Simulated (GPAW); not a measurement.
Runs of GPAW 26.7.0 on CdO (Monteponite). Symmetry: Fm-3m, No. 225, cubic system. Conventional cell: a = 4.699 Å, b = 4.699 Å, c = 4.699 Å, α = 90.00°, β = 90.00°, γ = 90.00°. Cd (site symmetry m-3m) is surrounded by 6 O at 2.35 Å. Around O (site symmetry m-3m) lie 6 Cd at 2.35 Å. 

| task | level | potentials or basis | spin | k mesh | cutoff (eV) | maxiter | band path | band points | spin axis theta (degrees) | spin axis phi (degrees) | gap on the mesh (eV) | pressure (GPa) |
| --- | --- | --- | --- | --- | --- | --- | --- | --- | --- | --- | --- | --- |
| single point | LDA | the program's PAW data sets (release 1.2.1) made for this functional, pw | off | 8 × 8 × 8 | 650 | 80 | - | - | - | - | none | -8.2 |
| band structure | OLYP | PAW data sets generated in the run's folder for this functional, pw | SOC, no magnetisation | 8 × 8 × 8 | 800 | 150 | GXWKGLUWLK,UX | 80 | 0 | 0 | - | (a) |
| wannier90 | WC | PAW data sets generated in the run's folder for this functional, pw | off | 10 × 10 × 10 | 800 | 150 | GXWKGLUWLK,UX | - | - | - | none | -1.1 |
| band structure | LDA | PAW data sets generated in the run's folder for this functional, pw | off | 8 × 8 × 8 | 800 | 150 | GXWKGLUWLK,UX | 60 | - | - | - | -6.5 |

Alike in all rows: cell as given; smearing fermi-dirac 0.05 eV.

Estimate the missing entries.

(a) 7.6.

Caveats: this crystal is a semiconductor, whose small gap the functional closes, so the metal is an error of the method; the cutoff is short for stress and forces, so pressures can be off by a GPa or more (some runs); spin-orbit coupling was added after a scalar SCF, so levels and gaps hold it while energy, forces, pressure and moments don't (some runs); this program's spin-orbit splittings come out too wide for heavy elements (some runs).

A k mesh can miss the band edges, and rows without SOC leave out spin-orbit coupling on Cd.

A gap of «none» marks a metal or a gap under the smearing width.
